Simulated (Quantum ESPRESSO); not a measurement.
# CoSi (P2_13) in Quantum ESPRESSO: reference runs

Reference runs on CoSi: the cell as given.

All numbers are computed with Quantum ESPRESSO 7.5; they aren't measurements. Logs are shortened: lines on timing, memory, paths and dates and some standing lists are left out, and cuts for length are marked.

### 1 The structure

It takes space group P2_13 (No. 198, cubic). Conventional cell: a = 4.438 Å, b = 4.438 Å, c = 4.438 Å, α = 90.00°, β = 90.00°, γ = 90.00°. Co (site symmetry 3) is surrounded by 7 Si at 2.28 to 2.47 Å. Si (site symmetry 3) has 7 Co at 2.28 to 2.47 Å as nearest neighbours.

### 2 Single point, PBEsol, collinear spin, ferromagnetic start

The input, pw.in:

```
&CONTROL
  calculation = 'scf'
  prefix = 'pwscf'
  outdir = './tmp'
  pseudo_dir = './pseudo'
  tprnfor = .true.
  tstress = .true.
  disk_io = 'nowf'
/
&SYSTEM
  ibrav = 0
  nat = 8
  ntyp = 2
  ecutwfc = 56
  ecutrho = 448
  nbnd = 58
  occupations = 'smearing'
  smearing = 'fd'
  degauss = 0.00367493
  nspin = 2
  starting_magnetization(1) = 0.1176
  starting_magnetization(2) = 0
/
&ELECTRONS
  conv_thr = 1.6d-09
  electron_maxstep = 120
  mixing_beta = 0.3
/
ATOMIC_SPECIES
Co    58.9332 co_pbesol_v1.2.uspp.F.UPF
Si    28.0850 si_pbesol_v1.uspp.F.UPF
CELL_PARAMETERS angstrom
   4.4380000000    0.0000000000    0.0000000000
   0.0000000000    4.4380000000    0.0000000000
   0.0000000000    0.0000000000    4.4380000000
ATOMIC_POSITIONS crystal
Co     0.8600000000    0.6400000000    0.3600000000
Co     0.6400000000    0.3600000000    0.8600000000
Co     0.3600000000    0.8600000000    0.6400000000
Co     0.1400000000    0.1400000000    0.1400000000
Si     0.1570000000    0.3430000000    0.6570000000
Si     0.3430000000    0.6570000000    0.1570000000
Si     0.6570000000    0.1570000000    0.3430000000
Si     0.8430000000    0.8430000000    0.8430000000
K_POINTS automatic
6 6 6 0 0 0
```

Potentials or basis: GBRV 1.5 PBEsol.

Command:

```bash
> OMP_NUM_THREADS=1 mpirun -n 2 pw.x -nk 2 -in pw.in > pw.out
```

pw.out:

```text
This program is part of the open-source Quantum ESPRESSO suite
     for quantum simulation of materials; please cite
[... 6 lines left out ...]
     using ibrav=0 with symmetry is DISCOURAGED, use correct ibrav instead

     K-points division:     npool     =       2
     Subspace diagonalization in iterative solution of the eigenvalue problem:
     a serial algorithm will be used

     G-vector sticks info
     --------------------
     sticks:   dense  smooth     PW     G-vecs:    dense   smooth      PW
     Sum        2509    1245    373                94533    33371    5377

     Using Slab Decomposition

     bravais-lattice index     =            0
     lattice parameter (alat)  =       8.3866  a.u.
     unit-cell volume          =     589.8730 (a.u.)^3
     number of atoms/cell      =            8
     number of atomic types    =            2
     number of electrons       =        84.00
     number of Kohn-Sham states=           58
     kinetic-energy cutoff     =      56.0000  Ry
     charge density cutoff     =     448.0000  Ry
     scf convergence threshold =      1.6E-09
     mixing beta               =       0.3000
     number of iterations used =            8  plain     mixing
     Exchange-correlation= SLA  PW   PSX  PSC
                           (   1   4  10   8   0   0   0)

     celldm(1)=   8.386605  celldm(2)=   0.000000  celldm(3)=   0.000000
     celldm(4)=   0.000000  celldm(5)=   0.000000  celldm(6)=   0.000000

     crystal axes: (cart. coord. in units of alat)
               a(1) = (   1.000000   0.000000   0.000000 )
               a(2) = (   0.000000   1.000000   0.000000 )
               a(3) = (   0.000000   0.000000   1.000000 )

     reciprocal axes: (cart. coord. in units 2 pi/alat)
               b(1) = (  1.000000  0.000000  0.000000 )
               b(2) = (  0.000000  1.000000  0.000000 )
               b(3) = (  0.000000  0.000000  1.000000 )

     PseudoPot. # 1 for Co read from file:
     co_pbesol_v1.2.uspp.F.UPF
     Pseudo is Ultrasoft + core correction, Zval = 17.0
     Generated by new atomic code, or converted to UPF format
     Using radial grid of  863 points,  6 beta functions with:
                l(1) =   0
                l(2) =   0
                l(3) =   1
                l(4) =   1
                l(5) =   2
                l(6) =   2
     Q(r) pseudized with  8 coefficients,  rinner =    1.200   1.200   1.200
                                                       1.200   1.200

     PseudoPot. # 2 for Si read from file:
     si_pbesol_v1.uspp.F.UPF
     Pseudo is Ultrasoft + core correction, Zval =  4.0
     Generated by new atomic code, or converted to UPF format
     Using radial grid of  899 points,  6 beta functions with:
                l(1) =   0
                l(2) =   0
                l(3) =   1
                l(4) =   1
                l(5) =   2
                l(6) =   2
     Q(r) pseudized with  8 coefficients,  rinner =    0.900   0.900   0.900
                                                       0.900   0.900

     atomic species   valence    mass     pseudopotential
     Co               17.00    58.93320     Co( 1.00)
     Si                4.00    28.08500     Si( 1.00)

     Starting magnetic structure
     atomic species   magnetization
     Co              0.118
     Si              0.000

     12 Sym. Ops. (no inversion) found ( 9 have fractional translation)

   Cartesian axes

     site n.     atom                  positions (alat units)
         1        Co     tau(   1) = (   0.8600000   0.6400000   0.3600000  )
         2        Co     tau(   2) = (   0.6400000   0.3600000   0.8600000  )
         3        Co     tau(   3) = (   0.3600000   0.8600000   0.6400000  )
[... 45 lines left out ...]
     Starting wfcs are   68 randomized atomic wfcs

     Self-consistent Calculation

     iteration #  1     ecut=    56.00 Ry     beta= 0.30
     Davidson diagonalization with overlap
     ethr =  1.00E-02,  avg # of iterations =  4.1

     total energy              =   -1210.12858838 Ry
     estimated scf accuracy    <      62.26693796 Ry
[... 164 lines left out ...]
     iteration # 18     ecut=    56.00 Ry     beta= 0.30
     Davidson diagonalization with overlap
     ethr =  5.72E-12,  avg # of iterations =  1.1

     Magnetic moment per site  (integrated on atomic sphere of radius R)
     atom   1 (R=0.212)  charge= 15.2946  magn= -0.0000
     atom   2 (R=0.212)  charge= 15.2946  magn= -0.0000
     atom   3 (R=0.212)  charge= 15.2946  magn= -0.0000
     atom   4 (R=0.212)  charge= 15.2946  magn= -0.0000
     atom   5 (R=0.212)  charge=  1.6998  magn= -0.0000
     atom   6 (R=0.212)  charge=  1.6998  magn= -0.0000
     atom   7 (R=0.212)  charge=  1.6998  magn= -0.0000
     atom   8 (R=0.212)  charge=  1.6998  magn= -0.0000

     End of self-consistent calculation

 ------ SPIN UP ------------

          k = 0.0000 0.0000 0.0000 (  4139 PWs)   bands (ev):

   -78.2104 -78.1988 -78.1988 -78.1988 -41.7350 -41.7350 -41.7350 -41.6928
   -41.6678 -41.6678 -41.6678 -41.6303 -41.6303 -41.6147 -41.6147 -41.6147
     2.6731   8.1702   8.1702   8.1702  10.8434  10.8434  10.8434  12.5753
    12.5753  12.5753  13.1197  13.2351  13.2351  13.5498  13.5498  13.5498
    13.9891  13.9891  13.9891  15.4407  15.4407  15.4407  15.5748  15.5748
    16.3433  16.3433  16.3433  18.8295  18.8295  18.8295  19.2872  19.2872
    19.8908  19.8908  19.8908  21.2559  22.3650  22.3650  22.3650  24.5743
    24.5743  24.5743
[... 190 lines left out ...]
   -78.2031 -78.2031 -78.2002 -78.2002 -41.7318 -41.7318 -41.7233 -41.7233
   -41.6668 -41.6668 -41.6536 -41.6536 -41.6167 -41.6167 -41.6113 -41.6113
     6.3063   6.3063   7.1312   7.1312   9.3312   9.3312  10.3074  10.3074
    13.0803  13.0803  13.2600  13.2600  13.4694  13.4694  13.7306  13.7306
    14.7936  14.7936  14.9535  14.9535  15.0198  15.0198  15.1976  15.1976
    16.0628  16.0628  16.4369  16.4369  20.2039  20.2039  21.1271  21.1271
    22.1500  22.1500  22.8238  22.8238  22.8851  22.8851  24.2092  24.2092
    25.6258  25.6259

          k =-0.5000-0.5000-0.5000 (  4224 PWs)   bands (ev):

   -78.2017 -78.2017 -78.2017 -78.2017 -41.7282 -41.7282 -41.7282 -41.7282
   -41.6597 -41.6597 -41.6597 -41.6597 -41.6139 -41.6139 -41.6139 -41.6139
     6.9090   6.9090   6.9090   6.9090   9.3776   9.3776   9.3776   9.3776
    13.3109  13.3109  13.3109  13.3109  13.4749  13.4749  13.4749  13.4749
    14.9984  14.9984  14.9984  14.9984  15.1229  15.1229  15.1229  15.1229
    16.1405  16.1405  16.1405  16.1405  21.6641  21.6641  21.6641  21.6641
    22.0483  22.0483  22.0483  22.0483  24.0721  24.0721  24.0721  24.0721
    25.6965  25.6965
[... 25 lines left out ...]
   -78.2049 -78.2049 -78.1984 -78.1984 -41.7362 -41.7362 -41.7146 -41.7146
   -41.6761 -41.6761 -41.6458 -41.6458 -41.6200 -41.6200 -41.6106 -41.6106
     5.1692   5.1692   7.4933   7.4933  11.1245  11.1245  11.3251  11.3251
    12.5795  12.5795  12.8905  12.8905  13.5924  13.5924  14.1719  14.1719
    14.2848  14.2848  14.7102  14.7102  14.9380  14.9380  15.3967  15.3967
    16.0868  16.0868  17.3015  17.3015  18.6085  18.6085  18.8623  18.8623
    20.1164  20.1164  22.0569  22.0569  23.8018  23.8018  24.7531  24.7531
    25.8886  25.8886

          k =-0.1667-0.5000 0.3333 (  4192 PWs)   bands (ev):

   -78.2046 -78.2046 -78.1988 -78.1988 -41.7356 -41.7356 -41.7164 -41.7164
   -41.6743 -41.6743 -41.6472 -41.6472 -41.6194 -41.6194 -41.6106 -41.6106
     5.3431   5.3431   7.5796   7.5796  10.0396  10.0396  11.6949  11.6949
    12.5670  12.5670  13.1068  13.1068  13.5428  13.5428  13.9888  13.9888
    14.4048  14.4048  14.7716  14.7716  14.9629  14.9629  15.3569  15.3569
    16.0462  16.0462  17.0630  17.0630  18.6807  18.6807  19.8794  19.8794
    20.5779  20.5779  22.0541  22.0541  23.5533  23.5533  24.3522  24.3522
    25.6899  25.6899

 ------ SPIN DOWN ----------

          k = 0.0000 0.0000 0.0000 (  4139 PWs)   bands (ev):

   -78.2104 -78.1988 -78.1988 -78.1988 -41.7350 -41.7350 -41.7350 -41.6928
   -41.6678 -41.6678 -41.6678 -41.6303 -41.6303 -41.6147 -41.6147 -41.6147
     2.6731   8.1702   8.1702   8.1702  10.8434  10.8434  10.8434  12.5753
    12.5753  12.5753  13.1197  13.2351  13.2351  13.5498  13.5498  13.5498
    13.9892  13.9892  13.9892  15.4407  15.4407  15.4407  15.5748  15.5748
    16.3433  16.3433  16.3433  18.8295  18.8295  18.8295  19.2872  19.2872
    19.8908  19.8908  19.8908  21.2559  22.3650  22.3650  22.3650  24.5743
    24.5743  24.5743
[... 190 lines left out ...]
   -78.2031 -78.2031 -78.2002 -78.2002 -41.7318 -41.7318 -41.7233 -41.7233
   -41.6668 -41.6668 -41.6536 -41.6536 -41.6167 -41.6167 -41.6113 -41.6113
     6.3063   6.3063   7.1312   7.1312   9.3312   9.3312  10.3074  10.3074
    13.0803  13.0803  13.2600  13.2600  13.4694  13.4694  13.7306  13.7306
    14.7936  14.7936  14.9535  14.9535  15.0198  15.0198  15.1976  15.1976
    16.0628  16.0628  16.4369  16.4369  20.2039  20.2039  21.1271  21.1271
    22.1500  22.1500  22.8238  22.8238  22.8851  22.8851  24.2093  24.2093
    25.6258  25.6262

          k =-0.5000-0.5000-0.5000 (  4224 PWs)   bands (ev):

   -78.2017 -78.2017 -78.2017 -78.2017 -41.7282 -41.7282 -41.7282 -41.7282
   -41.6597 -41.6597 -41.6597 -41.6597 -41.6139 -41.6139 -41.6139 -41.6139
     6.9090   6.9090   6.9090   6.9090   9.3776   9.3776   9.3776   9.3776
    13.3109  13.3109  13.3109  13.3109  13.4749  13.4749  13.4749  13.4749
    14.9984  14.9984  14.9984  14.9984  15.1229  15.1229  15.1229  15.1229
    16.1405  16.1405  16.1405  16.1405  21.6641  21.6641  21.6641  21.6641
    22.0483  22.0483  22.0483  22.0483  24.0721  24.0721  24.0721  24.0721
    25.6965  25.6965
[... 25 lines left out ...]
   -78.2049 -78.2049 -78.1984 -78.1984 -41.7362 -41.7362 -41.7146 -41.7146
   -41.6761 -41.6761 -41.6458 -41.6458 -41.6200 -41.6200 -41.6106 -41.6106
     5.1692   5.1692   7.4933   7.4933  11.1245  11.1245  11.3251  11.3251
    12.5795  12.5795  12.8905  12.8905  13.5924  13.5924  14.1719  14.1719
    14.2848  14.2848  14.7102  14.7102  14.9380  14.9380  15.3967  15.3967
    16.0868  16.0868  17.3015  17.3015  18.6085  18.6085  18.8623  18.8623
    20.1164  20.1164  22.0569  22.0569  23.8018  23.8018  24.7531  24.7531
    25.8886  25.8886

          k =-0.1667-0.5000 0.3333 (  4192 PWs)   bands (ev):

   -78.2046 -78.2046 -78.1988 -78.1988 -41.7356 -41.7356 -41.7164 -41.7164
   -41.6743 -41.6743 -41.6472 -41.6472 -41.6194 -41.6194 -41.6106 -41.6106
     5.3431   5.3431   7.5796   7.5796  10.0396  10.0396  11.6949  11.6949
    12.5670  12.5670  13.1068  13.1068  13.5428  13.5428  13.9888  13.9888
    14.4048  14.4048  14.7716  14.7716  14.9629  14.9629  15.3569  15.3569
    16.0462  16.0462  17.0630  17.0630  18.6807  18.6807  19.8794  19.8794
    20.5779  20.5779  22.0541  22.0541  23.5533  23.5533  24.3522  24.3522
    25.6899  25.6899

     the Fermi energy is    16.3917 ev

!    total energy              =   -1231.74473831 Ry
     estimated scf accuracy    <          1.0E-10 Ry
     smearing contrib. (-TS)   =      -0.00105681 Ry
     internal energy E=F+TS    =   -1231.74368150 Ry

     The total energy is F=E-TS. E is the sum of the following terms:
     one-electron contribution =    -812.44030348 Ry
     hartree contribution      =     457.94417682 Ry
     xc contribution           =    -147.46828434 Ry
     ewald contribution        =    -729.77927050 Ry

     total magnetization       =    -0.00 Bohr mag/cell
     absolute magnetization    =     0.00 Bohr mag/cell

     convergence has been achieved in  18 iterations

     Forces acting on atoms (cartesian axes, Ry/au):

     atom    1 type  1   force =    -0.00514718    0.00514718   -0.00514718
     atom    2 type  1   force =     0.00514718   -0.00514718   -0.00514718
     atom    3 type  1   force =    -0.00514718   -0.00514718    0.00514718
     atom    4 type  1   force =     0.00514718    0.00514718    0.00514718
     atom    5 type  2   force =     0.00151425   -0.00151425    0.00151425
     atom    6 type  2   force =    -0.00151425    0.00151425    0.00151425
     atom    7 type  2   force =     0.00151425    0.00151425   -0.00151425
     atom    8 type  2   force =    -0.00151425   -0.00151425   -0.00151425

     Total force =     0.018586     Total SCF correction =     0.000023

     Computing stress (Cartesian axis) and pressure

          total   stress  (Ry/bohr**3)                   (kbar)     P=      -74.27
  -0.00050487   0.00000000   0.00000000          -74.27        0.00        0.00
   0.00000000  -0.00050487   0.00000000            0.00      -74.27        0.00
   0.00000000   0.00000000  -0.00050487            0.00        0.00      -74.27

=------------------------------------------------------------------------------=
   JOB DONE.
=------------------------------------------------------------------------------=
```

Run time: 4 min. Hardware: 2 MPI ranks of Arm Neoverse V1, shared host; peak memory 0.7 GiB.

Results:

```yaml
Free_energy: -16758.7409 eV
Pressure: -7.4 GPa
Largest_force: 0.229 eV/Å
Band_gap_on_the_k_mesh: none (metal or under the smearing width)
Net_moment: 0.00 μB per cell
Absolute_moment: 0.00 μB per cell
Valence_electrons_inside_the_program's_atomic_spheres: Co 15.29; Si 1.70
```

Forces in eV/Å, atoms in the order of the input:
```
Co  -0.132  0.132 -0.132
Co   0.132 -0.132 -0.132
Co  -0.132 -0.132  0.132
Co   0.132  0.132  0.132
Si   0.039 -0.039  0.039
Si  -0.039  0.039  0.039
Si   0.039  0.039 -0.039
Si  -0.039 -0.039 -0.039
```

Caveat: the starting moments collapsed, and a magnetic state may lie lower.
